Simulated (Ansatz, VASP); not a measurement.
**InAs: VASP beside Ansatz**

Contents of INCAR:

```
PREC = Accurate ; ENCUT = 520
EDIFF = 1E-6 ; ISMEAR = 0
SIGMA = 0.03 ; LREAL = False
LASPH = True ; NELM = 100
ALGO = Normal ; ISIF = 2
LWAVE = False ; LCHARG = True
GGA = PE ; LELF = True
LVHAR = True ; NBANDS = 16
```

File KPOINTS:

```
Automatic mesh
0
Gamma
  8 8 8
```

Contents of POSCAR:

```
InAs
1.0
    0.0000000000      3.0180000000      3.0180000000
    3.0180000000      0.0000000000      3.0180000000
    3.0180000000      3.0180000000      0.0000000000
In As
1 1
Direct
    0.0000000000      0.0000000000      0.0000000000
    0.7500000000      0.7500000000      0.7500000000
```

input.yaml

```yaml
crystal:
  lattice:
    - [0.0, 3.018, 3.018]
    - [3.018, 0.0, 3.018]
    - [3.018, 3.018, 0.0]
  atoms:
    - { symbol: In, position: [0.0, 0.0, 0.0] }
    - { symbol: As, position: [0.75, 0.75, 0.75] }
hamiltonian:
  xc: pbe
  pseudopotentials: { kind: paw }
kpoints:
  mp_grid: { grid: [8, 8, 8] }
scf:
  occupations: { method: gaussian, width: 0.03 }
output:
  forces: true
  stress: true
  eigenvalues: true
```

Alike in both runs: task single point; functional PBE; k mesh 8 × 8 × 8; occupations gaussian, width 0.03 eV; no spin polarisation.

```csv
,VASP,Ansatz
version,VASP 6.6.1,Ansatz 0.2.0
potentials or method,"VASP PAW PBE potentials, release 64 (In_d, As)",Ansatz PAW
plane-wave cutoff (eV),520,420
valence electrons in the cell,18,28
```

Ansatz gave:

```
gap on the k mesh at the Fermi level (eV) : none
pressure (GPa)                            : 4.3
```

Q: Estimate VASP's values.

A: gap on the k mesh at the Fermi level (eV): none; pressure (GPa): 4.4.

A gap of «none» marks a metal or a gap that the smearing closes. The two sets of potentials don't hold the same shells in valence.

Caveats: this crystal is a semiconductor, whose small gap the functional closes, so the metal is an error of the method.
